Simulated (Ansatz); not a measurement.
Equilibrium properties in the fcc structure, computed with PBE in Ansatz (plane waves, PAW datasets (generated hard set); cutoff 700 eV), no spin polarisation, no spin–orbit coupling, Fermi–Dirac smearing of 0.061 eV, k-spacing 0.11 to 0.12 Å⁻¹:

```tsv
crystal	a₀ (Å)	V₀ (Å³/atom)	B₀ (GPa)
Sn	4.823	28.05	46
Te	4.835	28.26	54
Os	3.856	14.33	389
Pt	3.970	15.65	248
Au	4.157	17.96	139
Bi	5.029	31.79	51
```

**Question.** Give the same for Re, Eu, Hf.

**Answer.** 
```json
{"crystal": "Re", "a₀ (Å)": "3.916", "V₀ (Å³/atom)": "15.01", "B₀ (GPa)": "361"}
{"crystal": "Eu", "a₀ (Å)": "4.643", "V₀ (Å³/atom)": "25.02", "B₀ (GPa)": "17.3"}
{"crystal": "Hf", "a₀ (Å)": "4.486", "V₀ (Å³/atom)": "22.57", "B₀ (GPa)": "102"}
```

Model structures, not the usual forms at ambient conditions (metastable or hypothetical): Sn, Te, Eu, Hf, Re, Os, Bi. Spin–orbit coupling is left out, which matters for 6p elements such as Tl, Pb and Bi. The open f shell of Eu is treated without spin here, so this is a model state and not the ground state.
